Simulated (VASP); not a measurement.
# Be: single point with PBEsol

The system is Be.

```
Be
1.0
     7.18126    0.00000    0.00000
    -3.59063    6.21916    0.00000
     0.00000    0.00000    7.48424
Be
36
Direct
  0.13784 0.31263 0.10212
  0.20698 0.17015 0.33359
  0.08733 0.20387 0.60284
  0.23462 0.08340 0.88477
  0.13612 0.55559 0.16813
  0.19780 0.47428 0.41260
  0.06233 0.54829 0.70632
  0.32175 0.44247 0.85520
  0.11223 0.95068 0.16332
  0.13848 0.77748 0.43145
  0.13154 0.89322 0.65943
  0.25963 0.74822 0.92310
  0.40599 0.22188 0.11783
  0.55314 0.16314 0.35982
  0.43140 0.26780 0.64223
  0.54035 0.13360 0.86635
  0.49255 0.60441 0.13434
  0.50229 0.39722 0.33289
  0.47488 0.56078 0.62626
  0.66052 0.55929 0.82081
  0.39156 0.88547 0.13896
  0.64155 0.82854 0.39526
  0.42473 0.86436 0.64167
  0.59258 0.84180 0.88620
  0.64338 0.13073 0.10371
  0.91485 0.14885 0.38935
  0.74333 0.17422 0.59727
  0.94384 0.15869 0.89672
  0.79902 0.60844 0.11558
  0.92257 0.43393 0.40565
  0.87508 0.64436 0.55967
  0.84163 0.41975 0.93352
  0.80630 0.93696 0.13741
  0.96930 0.93571 0.39709
  0.80622 0.90387 0.62274
  0.96335 0.81062 0.86709
```

```json
{"Program": "VASP 6.6.1", "Task": "single point", "Functional": "PBEsol", "Potentials or basis": "VASP PAW PBE potentials, release 64 (Be)", "Cutoff": "520 eV", "k mesh": "2 × 2 × 2", "Occupations": "fermi-dirac, width 0.3 eV", "Spin": "no spin polarisation"}
```

- Pressure: -0.6 GPa
- Largest force: 4.186 eV/Å
- Band gap on the k mesh: none (metal or under the smearing width)

Forces on the atoms (eV/Å):
```
Be   2.183 -2.316  0.438
Be   1.427  1.969  1.593
Be   0.873  0.873  1.066
Be  -1.122  0.984  0.100
Be  -2.180  2.817  0.140
Be   2.773  0.714 -0.057
Be   0.827  0.026 -1.354
Be  -0.834 -0.590  0.669
Be   0.216 -1.955 -1.926
Be   2.345 -0.529 -2.231
Be   0.781  1.950 -0.103
Be  -1.152 -0.320 -1.495
Be   1.065  0.585 -0.784
Be   0.657 -1.827  0.794
Be   0.923 -1.099 -0.213
Be   0.256 -0.443 -1.216
Be  -1.369 -0.145 -0.466
Be   0.112  3.543  1.523
Be  -0.745  1.941 -1.977
Be  -0.117 -0.545  0.606
Be  -0.050 -0.551  1.995
Be  -1.548 -1.152 -0.734
Be   0.074  0.056 -0.406
Be   0.311  0.005  0.104
Be   3.362  2.493  0.034
Be  -2.025  1.043 -1.531
Be  -0.201  0.521  1.424
Be  -1.015 -0.576 -1.392
Be  -0.406  0.243  0.927
Be  -2.201 -0.226 -0.465
Be  -3.122 -1.078  0.694
Be   1.016  0.206 -0.248
Be   0.273 -0.344 -0.172
Be   0.319 -4.014  0.892
Be  -0.303 -0.631  1.953
Be  -1.403 -1.631  1.818
```

Stress tensor (GPa, compression positive):
```
 0.71  3.40 -0.96
 3.40  1.02  1.19
-0.96  1.19 -3.56
```

Levels at points of the mesh, in eV from the Fermi level:
```tsv
k point	band 33	band 34	band 35	band 36	band 37	band 38	band 39	band 40
(0.00, 0.00, 0.00)	-0.41	-0.27	-0.05	0.13	0.23	0.31	0.37	0.70
(0.50, 0.00, 0.00)	-0.90	-0.58	-0.20	-0.04	0.15	0.72	0.84	0.95
(0.00, 0.50, 0.00)	-0.75	-0.50	-0.43	-0.22	-0.04	0.56	0.62	0.84
(0.50, 0.50, 0.00)	-0.83	-0.73	-0.37	0.04	0.21	0.47	0.60	0.86
(0.00, 0.00, 0.50)	-1.13	-1.10	-0.87	-0.27	-0.19	0.09	0.20	0.52
(0.50, 0.00, 0.50)	-0.99	-0.86	-0.69	-0.41	-0.01	0.83	1.12	1.16
(0.00, 0.50, 0.50)	-1.02	-0.74	-0.56	-0.43	0.44	0.73	0.94	1.05
(0.50, 0.50, 0.50)	-1.10	-0.97	-0.87	-0.32	0.11	0.81	0.87	1.05
```

It took 3.8 min on 1 thread of Intel(R) Xeon(R) Platinum 8559C (Emerald Rapids), with other jobs on the host, peak memory 0.42 GiB.

Caveat: the k mesh is coarse (spacing up to 0.51 Å⁻¹), so the values aren't converged; the PAW data sets were made with another functional, which shifts forces and pressure a little.
